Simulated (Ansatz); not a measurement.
B: rattling a relaxed structure

These are results of DFT PBE, scalar-relativistic, plane waves, PAW in Ansatz, not measurements. Settings: cutoff 420 eV, Γ-centred mesh 18×18×14 on the computed 4-atom cell, Gaussian smearing of 0.10 eV; no spin polarisation.

The cell below (4 atoms, Cmce (No. 64)) is relaxed within its symmetry. It is a trial structure, and others of B can lie lower.

```xyz
4
Lattice="1.4696 -2.6621 0.0000 1.4696 2.6621 0.0000 0.0000 0.0000 3.2628" Properties=species:S:1:pos:R:3 pbc="T T T"
B     1.4696   -0.8299    1.9250
B     1.4696    1.8323    2.9692
B     1.4696    0.8299    1.3378
B     1.4696   -1.8323    0.2936
```

For the test a repeat of it with 8 atoms was strained at random by about 1.5 %, the atoms were moved at random (σ = 0.10 Å), and all was relaxed without symmetry on a coarse k mesh with 0.1 eV smearing.

The k mesh leaves about 4 meV/atom of noise in metals.

(1) Does it come back?

## Answers

(1) It returns to Cmce (No. 64), within 1 meV/atom of the start's energy. So it is a local minimum, stable against the distortions that fit this cell and this draw; softer or longer ones aren't excluded.